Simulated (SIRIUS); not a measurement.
The system is CuO.

```
Cu O
1.0
     2.55255    0.00000    0.00000
     0.00000    2.55255    0.00000
     0.00000    0.00000    2.55255
Cu O
1 1
Direct
  0.00000 0.00000 0.00000
  0.50000 0.50000 0.50000
```

Measurements of this composition are mostly on another form, of space group No. 15.

| Item | Value |
| --- | --- |
| Program | SIRIUS 7.12.0 |
| Task | relaxation of cell and atoms |
| Functional | PBE |
| Potentials or basis | PseudoDojo 0.4.1 PBE standard (scalar relativistic) |
| Cutoff | 1254 eV |
| Density cutoff | 5016 eV |
| k mesh | 5 × 5 × 5 |
| Occupations | fermi-dirac, width 0.05 eV |
| Spin | no spin polarisation |

At the start: pressure 20.8 GPa; volume 8.32 Å³/atom.

**Question.** Where does the relaxation end?

**Answer.** Over 4 steps the energy falls by 49.5 meV/atom and the volume is 9.14 Å³/atom (+10.0 %); space group Pm-3m (No. 221, to 0.05 Å).

Step by step:
| step | energy change (eV) | largest force (eV/Å) | pressure (GPa) | volume (Å³) |
| --- | --- | --- | --- | --- |
| 1 | 0.0000 | 0.0000 | 20.77 | 16.63 |
| 2 | -0.0432 | 0.0000 | 14.92 | 17.02 |
| 3 | -0.0983 | 0.0000 | 1.50 | 18.15 |
| 4 | -0.0991 | 0.0000 | 0.14 | 18.29 |

Final structure:
```
Cu O
1.0
     2.63456    0.00000    0.00000
     0.00000    2.63456    0.00000
     0.00000    0.00000    2.63456
Cu O
1 1
Direct
  0.00000 0.00000 0.00000
  0.50000 0.50000 0.50000
```

Caveat: the k mesh is coarse (spacing up to 0.49 Å⁻¹), so the values aren't converged; an odd number of electrons without spin polarisation forces a metal; a magnetic or distorted state may lie lower; the run has no spin polarisation, though such a crystal can be magnetic.
